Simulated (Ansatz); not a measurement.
**Band structure of Rb**

```xyz
2
Lattice="-2.3790 2.3790 8.4887 2.3790 -2.3790 8.4887 2.3790 2.3790 -8.4887" Properties=species:S:1:pos:R:3 pbc="T T T"
Rb    2.3790    0.0000    4.2443
Rb    0.0000    0.0000    8.4887
```

Atoms are numbered in the order listed.

The cell is the one relaxed in the Materials Project (mp-639736), not relaxed further here; entries there can be hypothetical.

The calculation used DFT, PBE, all-electron LAPW, Dirac equation with spin-orbit coupling in Ansatz 0.2.0.

Numerical set-up: a Γ-centred 12×12×12 k mesh, Fermi–Dirac smearing of 0.03 eV, basis error target 0.5 meV/atom, no spin polarisation.

Points in fractions of the reciprocal vectors of this cell: Γ (0, 0, 0), X (0, 0, 0.5), P (0.25, 0.25, 0.25), N (0, 0.5, 0), M (0.5, 0.5, -0.5), S (0.27, 0.73, -0.27), S0 (-0.27, 0.27, 0.27). The path joins them by straight lines in the order Γ–X–P–N–Γ–M–S–S0–Γ; legs that retrace an earlier one aren't tabulated. Energies are in eV from the Fermi level.

Task: Is there a gap?

Result: none: bands cross the Fermi level, a metal.

Task: List the levels between -5 and 1.5 eV at the symmetry points.

Result: 
Γ: -1.89 (×2), 0.13 (×2), 0.59 (×2)
X: 1.04 (×4)
P: 1.04 (×2), 1.04 (×2)
N: -0.10 (×2), 0.26 (×2), 0.76 (×2), 1.20 (×2)
M: -1.26 (×4)
S: 0.01 (×2), 0.21 (×2), 0.40 (×2)
S0: 0.01 (×2), 0.21 (×2), 0.40 (×2)
